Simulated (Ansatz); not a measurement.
Crystal: I.

```xyz
1
Lattice="-2.0894 2.0894 2.0894 2.0894 -2.0894 2.0894 2.0894 2.0894 -2.0894" Properties=species:S:1:pos:R:3 pbc="T T T"
I     0.0000    0.0000    0.0000
```

The real solid is made of molecules; this cell is a model form.

- Program: Ansatz 0.2.0
- Task: relaxation of cell and atoms
- Functional: PBEsol
- Dispersion: D3(BJ)
- Potentials or basis: Ansatz PAW
- Cutoff: 420 eV (not typed: the program's choice for these potentials)
- k mesh: 9 × 9 × 9
- Occupations: fermi-dirac, width 0.05 eV
- Spin: no spin polarisation

At the start: volume 36.48 Å³/atom.

Task: Where does the relaxation end?

Result: It ends after 5 steps and the volume is 31.22 Å³/atom (-14.4 %); space group Im-3m (No. 229, to 0.05 Å).

Step by step:
```csv
step,energy change (eV),largest force (eV/Å),volume (Å³)
1,0.0000,0.0000,36.48
2,-0.0648,0.0000,33.15
3,-0.0755,0.0000,30.37
4,-0.0781,0.0000,31.22
5,-0.0772,0.0000,31.22
```

Final structure:
```yaml
crystal:
  lattice:
    - [-1.98367, 1.98367, 1.98367]
    - [1.98367, -1.98367, 1.98367]
    - [1.98367, 1.98367, -1.98367]
  atoms:
    - { symbol: I, position: [0.00000, 0.00000, 0.00000] }
```

Caveat: the plane-wave basis is chosen anew once the cell has moved, so the energies of steps on either side of that aren't comparable; an odd number of electrons without spin polarisation forces a metal; a magnetic or distorted state may lie lower; pairwise dispersion overbinds metals, which lowers pressure and volume; the PAW data sets come from PBE, with cores solved anew for the run's functional, which leaves a small shift of forces and pressure.
